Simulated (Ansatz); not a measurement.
## CaSe, pressure series

Take CaSe in the rock salt structure (space group Fm-3m, No. 225; a = 5.869 Å) as the base.

Cell and atoms are relaxed at each pressure.

The values are results of Ansatz (a program for electronic structure) PBEsol, spin-orbit coupling left out, not measurements.

| pressure (GPa) | band gap (eV) |
|---|---|
| -2 | 1.98 |
| -1 | 1.93 |
| 0 | 1.88 |
| 0.3 | ? |
| 0.7 | 1.84 |
| 1.5 | 1.81 |
| 3 | 1.73 |
| 5 | 1.64 |
| 7.5 | 1.54 |

**Question.** Fit E_g = E₀ + αP + βP² to the rows shown and predict the withheld row.

**Answer.** Least squares on the printed values gives E₀ = 1.88 eV, α = -50.5 meV/GPa, β = 0.70 meV/GPa² (largest residual 0.01 eV); this predicts 1.86 eV, and the run gives 1.86 eV, in agreement.

Load acts through the strain it causes; cell and atoms are relaxed under it. Stability against distortions was not tested. Competing high-pressure phases were not computed.
